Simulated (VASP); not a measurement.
# CuI (Marshite) (F-43m) in VASP: a series of runs

The runs below take CuI (Marshite) through relaxation of cell and atoms, relaxation of the atoms, with PBEsol.

Program: VASP 6.6.1. These are calculated values, not measurements. Logs are shortened: lines on timing, memory, paths and dates and some standing lists are left out, and cuts for length are marked.

## 1. The crystal as given

Symmetry: F-43m, No. 216, cubic system. Conventional cell: a = 6.063 Å, b = 6.063 Å, c = 6.063 Å, α = 90.00°, β = 90.00°, γ = 90.00°. Cu (site symmetry -43m) has 4 I at 2.63 Å as nearest neighbours. I (site symmetry -43m) is surrounded by 4 Cu at 2.63 Å.

## 2. Relaxation of cell and atoms, PBEsol

INCAR

```
SYSTEM = CuI
PREC = Accurate
ENCUT = 600
EDIFF = 1E-6
ISMEAR = 0
SIGMA = 0.03
LREAL = .FALSE.
LASPH = .TRUE.
NELM = 80
ALGO = Normal
ISIF = 3
LWAVE = .FALSE.
LCHARG = .FALSE.
GGA = PS
IBRION = 2
NSW = 90
EDIFFG = -0.01
```

KPOINTS

```
regular mesh
0
G
  8 8 8
  0 0 0
```

POSCAR

```
CuI
1.0
    0.0000000000      3.0315000000      3.0315000000
    3.0315000000      0.0000000000      3.0315000000
    3.0315000000      3.0315000000      0.0000000000
Cu I
1 1
Direct
    0.2500000000      0.2500000000      0.2500000000
    0.0000000000      0.0000000000      0.0000000000
```

Potentials or basis: VASP PAW PBE potentials, release 64 (Cu, I).

Launch:

```console
$ cat potpaw_PBE.64/Cu/POTCAR potpaw_PBE.64/I/POTCAR > POTCAR
$ mpirun -np 1 vasp_std > vasp.out
```

OUTCAR:

```text
SYSTEM = CuI
   PREC = Accurate
   ENCUT = 600
   EDIFF = 1E-6
   ISMEAR = 0
   LREAL = .FALSE.
   LASPH = .TRUE.
   NELM = 80
   ISIF = 3
   GGA = PS
   IBRION = 2
   NSW = 90
   EDIFFG = -0.01

 ion  position               nearest neighbor table
   1  0.250  0.250  0.250-   2 2.63   2 2.63   2 2.63   2 2.63
   2  0.000  0.000  0.000-   1 2.63   1 2.63   1 2.63   1 2.63

  LATTYP: Found a face centered cubic cell.
 ALAT       =     6.0630000000

  Lattice vectors:

 A1 = (   0.0000000000,   3.0315000000,   3.0315000000)
 A2 = (   3.0315000000,   0.0000000000,   3.0315000000)
 A3 = (   3.0315000000,   3.0315000000,   0.0000000000)

Analysis of symmetry for initial positions (statically):
=====================================================================
 Subroutine PRICEL returns:
 Original cell was already a primitive cell.

 Routine SETGRP: Setting up the symmetry group for a
 face centered cubic supercell.

 Subroutine GETGRP returns: Found 24 space group operations
 (whereof 24 operations were pure point group operations)
 out of a pool of 48 trial point group operations.

The static configuration has the point symmetry T_d .

Analysis of symmetry for dynamics (positions and initial velocities):
=====================================================================
 Subroutine PRICEL returns:
 Original cell was already a primitive cell.

 Routine SETGRP: Setting up the symmetry group for a
 face centered cubic supercell.

 Subroutine GETGRP returns: Found 24 space group operations
 (whereof 24 operations were pure point group operations)
 out of a pool of 48 trial point group operations.

The dynamic configuration has the point symmetry T_d .

 Subroutine INISYM returns: Found 24 space group operations
 (whereof 24 operations are pure point group operations),
 and found     1 'primitive' translations

----------------------------------------------------------------------------------------

                                     Primitive cell

  volume of cell :      55.7189

  direct lattice vectors                    reciprocal lattice vectors
     0.000000000  3.031500000  3.031500000    -0.164934851  0.164934851  0.164934851
     3.031500000  0.000000000  3.031500000     0.164934851 -0.164934851  0.164934851
     3.031500000  3.031500000  0.000000000     0.164934851  0.164934851 -0.164934851

  length of vectors
     4.287188414  4.287188414  4.287188414     0.285675541  0.285675541  0.285675541

  position of ions in fractional coordinates (direct lattice)
     0.250000000  0.250000000  0.250000000
     0.000000000  0.000000000  0.000000000

  ion indices of the primitive-cell ions
   primitive index   ion index
                 1           1
                 2           2

----------------------------------------------------------------------------------------

 KPOINTS: regular mesh

Automatic generation of k-mesh.
 Grid dimensions read from file:
 generate k-points for:    8    8    8

 Generating k-lattice:

  Cartesian coordinates                     Fractional coordinates (reciprocal lattice)
    -0.020616856  0.020616856  0.020616856     0.125000000  0.000000000  0.000000000
     0.020616856 -0.020616856  0.020616856     0.000000000  0.125000000  0.000000000
     0.020616856  0.020616856 -0.020616856     0.000000000  0.000000000  0.125000000

  Length of vectors
     0.035709443  0.035709443  0.035709443

  Shift w.r.t. Gamma in fractional coordinates (k-lattice)
     0.000000000  0.000000000  0.000000000

 Subroutine IBZKPT returns following result:
 ===========================================

 Found     29 irreducible k-points:

 Following reciprocal coordinates:
            Coordinates               Weight
  0.000000  0.000000  0.000000      1.000000
  0.125000  0.000000  0.000000      8.000000
  0.250000  0.000000  0.000000      8.000000
  0.375000  0.000000  0.000000      8.000000
  0.500000  0.000000  0.000000      4.000000
  0.125000  0.125000  0.000000      6.000000
[... 16 lines left out ...]
  0.500000  0.250000  0.125000     48.000000
 -0.375000  0.250000  0.125000     24.000000
 [... further k-points ...]
   k-points           NKPTS =     29   k-points in BZ     NKDIM =     29   number of bands    NBANDS=     13
   number of dos      NEDOS =    301   number of ions     NIONS =      2
   total plane-waves  NPLWV =  46656
   dimension x,y,z NGX =    36 NGY =   36 NGZ =   36
   dimension x,y,z NGXF=    72 NGYF=   72 NGZF=   72
   ions per type =               1   1
   NGX,Y,Z   is equivalent  to a cutoff of  13.96, 13.96, 13.96 a.u.
   NGXF,Y,Z  is equivalent  to a cutoff of  27.92, 27.92, 27.92 a.u.
 SYSTEM =  CuI
   PREC   = accura    normal or accurate (medium, high low for compatibility)
   ISTART =      0    job   : 0-new  1-cont  2-samecut
   ICHARG =      2    charge: 1-file 2-atom 10-const
   ISPIN  =      1    spin polarized calculation?
   LNONCOLLINEAR =      F non collinear calculations
   LSORBIT =      F    spin-orbit coupling
   LASPH  =      T    aspherical Exc in radial PAW
   ENCUT  =  600.0 eV  44.10 Ry    6.64 a.u.   8.56  8.56  8.56*2*pi/ulx,y,z
   NELM   =     80;   NELMIN=  2; NELMDL= -5     # of ELM steps
   EDIFF  = 0.1E-05   stopping-criterion for ELM
   LREAL  =      F    real-space projection
   EDIFFG = -.1E-01   stopping-criterion for IOM
   NSW    =     90    number of steps for IOM
   IBRION =      2    ionic relax: 0-MD 1-quasi-New 2-CG
   NFREE  =      1    steps in history (QN), initial steepest desc. (CG)
   ISIF   =      3    stress and relaxation
   ISYM   =      2    0-nonsym 1-usesym 2-fastsym
   POTIM  = 0.5000    time-step for ionic-motion
   TEBEG  =    0.0;   TEEND  =   0.0 temperature during run
   PSTRESS=    0.0 pullay stress
   NELECT =      18.0000    total number of electrons
   NUPDOWN=      -1.0000    fix difference up-down
   EMIN   =  10.00;   EMAX   =-10.00  energy-range for DOS
   EFERMI =   0.00;   METHOD = LEGACY
   ISMEAR =     0;   SIGMA  =   0.03  broadening in eV -4-tet -1-fermi 0-gaus
   EFERMI_NEDOS =   21; number of points for ismear=-14 and -15
   IALGO  =     38    algorithm
   IMIX   =      4    mixing-type and parameters
     AMIX     =   0.40;   BMIX     =  1.00
     AMIX_MAG =   1.60;   BMIX_MAG =  1.00
  volume/ion in A,a.u.               =      27.86       188.00
  Fermi-wavevector in a.u.,A,eV,Ry     =   1.123306  2.122741 17.168055  1.261816
  Thomas-Fermi vector in A             =   2.259971
   LORBIT       =      0    0 simple, 1 ext, 2 COOP (PROOUT), +10 PAW based schemes
   GGA     = PS    functional components
   LHFCALC =     F    Hartree Fock is set to
   AEXX    =    0.0000 exact exchange contribution
   IVDW    =     0    specifies the selected vdW correction
   LEPSILON=     F    determine dielectric tensor
   LRPA    =     F    only Hartree local field effects (RPA)
 conjugate gradient relaxation of ions
 non-spin polarized calculation
 Gauss-broadening in eV      SIGMA  =   0.03
  energy-cutoff  :      600.00
  volume of cell :       55.72
 maximum number of plane-waves:      1880
 NGX is ok and might be reduce to    36
   NGX = 17   NGY = 17   NGZ = 17

--------------------------------------- Ionic step        1  -------------------------------------------

 number of electron      18.0000006 magnetization

 Free energy of the ion-electron system (eV)
  ---------------------------------------------------
  ext. energy  EPLUGINS =         0.00000000
  ---------------------------------------------------
  free energy    TOTEN  =        -6.29453061 eV

  energy without entropy =       -6.29453061  energy(sigma->0) =       -6.29453061

------------------------ aborting loop because EDIFF is reached ----------------------------------------

  FORCE on cell =-STRESS in cart. coord.  units (eV):
  Direction    XX          YY          ZZ          XY          YZ          ZX
  --------------------------------------------------------------------------------------
  -------------------------------------------------------------------------------------
  Total       -0.8559432     -0.8559432     -0.8559432     -0.0000000      0.0000000     -0.0000000
  in kB      -24.6123361    -24.6123361    -24.6123361     -0.0000000      0.0000000     -0.0000000
  external PRESSURE =     -24.6123361 kB  Pullay stress =       0.0000000 kB
[... 57 lines left out ...]
  energy  without entropy=       -6.3210347150  energy(sigma->0) =       -6.32103471

--------------------------------------- Ionic step        3  -------------------------------------------

 number of electron      17.9999991 magnetization

 Free energy of the ion-electron system (eV)
  ---------------------------------------------------
  ext. energy  EPLUGINS =         0.00000000
  ---------------------------------------------------
  free energy    TOTEN  =        -6.32110621 eV

  energy without entropy =       -6.32110621  energy(sigma->0) =       -6.32110621

 E-fermi :   5.1000     XC(G=0):  -9.4112

 val. band max:        4.9332499283   @ k =   0.0000   0.0000   0.0000
 cond. band min:       6.1199938595   @ k =   0.0000   0.0000   0.0000
 fundamental gap:      1.1867439312
 Fermi energy:         5.0999701150

 k-point     1 :       0.0000    0.0000    0.0000
  band No.  band energies     occupation
      1      -9.4159      2.00000
      2       1.0120      2.00000
      3       1.0120      2.00000
      4       1.0120      2.00000
      5       2.8048      2.00000
      6       2.8048      2.00000
      7       4.9332      2.00000
      8       4.9332      2.00000
      9       4.9332      2.00000
     10       6.1200      0.00000
     11       9.6965      0.00000
     12       9.6965      0.00000
     13       9.6965      0.00000
[... 353 lines left out ...]
 k-point    24 :      -0.3750    0.2500    0.1250
  band No.  band energies     occupation
      1      -8.6610      2.00000
      2      -0.7568      2.00000
      3       0.4539      2.00000
      4       1.0081      2.00000
      5       2.7302      2.00000
      6       2.8156      2.00000
      7       2.9423      2.00000
      8       3.4282      2.00000
      9       3.7715      2.00000
     10       8.4993      0.00000
     11       9.4454      0.00000
     12      11.1878      0.00000
     13      12.3918      0.00000

 [... further k-points ...]
[... 5 lines left out ...]
  --------------------------------------------------------------------------------------
  -------------------------------------------------------------------------------------
  Total       -0.0181446     -0.0181446     -0.0181446      0.0000000      0.0000000      0.0000000
  in kB       -0.5531516     -0.5531516     -0.5531516      0.0000000      0.0000000      0.0000000
  external PRESSURE =      -0.5531516 kB  Pullay stress =       0.0000000 kB
[... 17 lines left out ...]
  FREE ENERGIE OF THE ION-ELECTRON SYSTEM (eV)
  ---------------------------------------------------
  free  energy   TOTEN  =        -6.3211062107 eV

  energy  without entropy=       -6.3211062107  energy(sigma->0) =       -6.32110621

 reached required accuracy - stopping structural energy minimisation
```

Run time: 50 s. Hardware: 1 thread of Intel Xeon Platinum 8559C (Emerald Rapids), shared host; peak memory 0.22 GiB.

What came out:

```
Free energy                            : -6.3211 eV
Relaxed volume                         : 26.28 Å³/atom
Relaxed cell                           : a = 4.204 Å, b = 4.204 Å, c = 4.204 Å, α = 60.00°, β = 60.00°, γ = 60.00°
Space group after relaxing (to 0.05 Å) : F-43m (No. 216)
Energy gained by relaxing              : 13.3 meV/atom
Ionic steps                            : 3
Pressure after relaxing                : -0.1 GPa
Band gap on the k mesh                 : 1.19 eV, direct
```

The path:
| step | energy change (eV) | largest force (eV/Å) | pressure (GPa) | volume (Å³) |
| --- | --- | --- | --- | --- |
| 1 | 0.0000 | 0.0000 | -2.46 | 55.72 |
| 2 | -0.0265 | 0.0000 | 0.23 | 52.34 |
| 3 | -0.0266 | 0.0000 | -0.06 | 52.56 |

Final structure:
```xyz
2
Lattice="0.0000 2.9730 2.9730 2.9730 0.0000 2.9730 2.9730 2.9730 0.0000" Properties=species:S:1:pos:R:3 pbc="T T T"
Cu    1.4865    1.4865    1.4865
I     0.0000    0.0000    0.0000
```

Levels at points of the mesh, in eV from the valence-band top:
| k point | band 6 | band 7 | band 8 | band 9 | band 10 | band 11 | band 12 | band 13 |
| --- | --- | --- | --- | --- | --- | --- | --- | --- |
| (0.00, 0.00, 0.00) | -2.13 | 0.00 | 0.00 | 0.00 | 1.19 | 4.76 | 4.76 | 4.76 |
| (0.50, 0.00, 0.00) | -2.10 | -2.05 | -0.81 | -0.81 | 2.13 | 5.32 | 5.32 | 7.33 |
| (0.50, 0.50, 0.00) | -2.06 | -2.03 | -1.73 | -1.73 | 2.48 | 2.81 | 9.49 | 10.01 |

Caveat: the PAW data sets were made with another functional, which shifts forces and pressure a little; spin-orbit coupling is left out, which moves the levels of the heavy elements.

(Continued in part 2 of 2.)
